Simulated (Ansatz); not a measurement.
**Equation of state of WS₂ from a dense series**

```yaml
crystal:
  lattice:
    - [1.57900, 0.91164, 6.16333]
    - [-1.57900, 0.91164, 6.16333]
    - [0.00000, -1.82327, 6.16333]
  atoms:
    - { symbol: W, position: [0.00000, 0.00000, 0.00000] }
    - { symbol: S, position: [0.75030, 0.75030, 0.75030] }
    - { symbol: S, position: [0.58100, 0.58100, 0.58100] }
```

Atoms are numbered in the order listed.

The cell is COD entry 9012192, as deposited and not checked against the literature; nothing was relaxed.

Spin–orbit coupling is left out, though it moves levels of the heavy atoms by tenths of an eV or more.

Method: Ansatz 0.2.0, DFT, PBEsol, all-electron LAPW, scalar-relativistic.

Sampling and basis: a Γ-centred 15×15×15 k mesh, Fermi–Dirac smearing of 0.03 eV, basis error target 1 meV/atom, no spin polarisation.

The cell is scaled evenly. Fractional coordinates are held (clamped ions).

```json
{"V (Å³/atom)": "16.679", "P (GPa)": "11.21"}
{"V (Å³/atom)": "17.389", "P (GPa)": "2.93"}
{"V (Å³/atom)": "17.566", "P (GPa)": "1.13"}
{"V (Å³/atom)": "17.744", "P (GPa)": "-0.58"}
{"V (Å³/atom)": "17.921", "P (GPa)": "-2.20"}
{"V (Å³/atom)": "18.099", "P (GPa)": "-3.74"}
{"V (Å³/atom)": "18.454", "P (GPa)": "-6.58"}
{"V (Å³/atom)": "18.809", "P (GPa)": "-9.12"}
```

Problem. Fit a third-order Birch–Murnaghan curve to the pressures.

Solution. P = (3B0/2)(y^(7/2) − y^(5/2))[1 + (3/4)(B0′ − 4)(y − 1)] with y = (V0/V)^(2/3) fits within 0.01 GPa for V0 = 17.682 Å³/atom, B0 = 169.0 GPa and B0′ = 4.35.

Problem. Predict the pressure at the withheld volume, 17.034 Å³/atom.

Solution. There y = 1.0252, so the fit gives 6.85 GPa; the run gave 6.85 GPa.
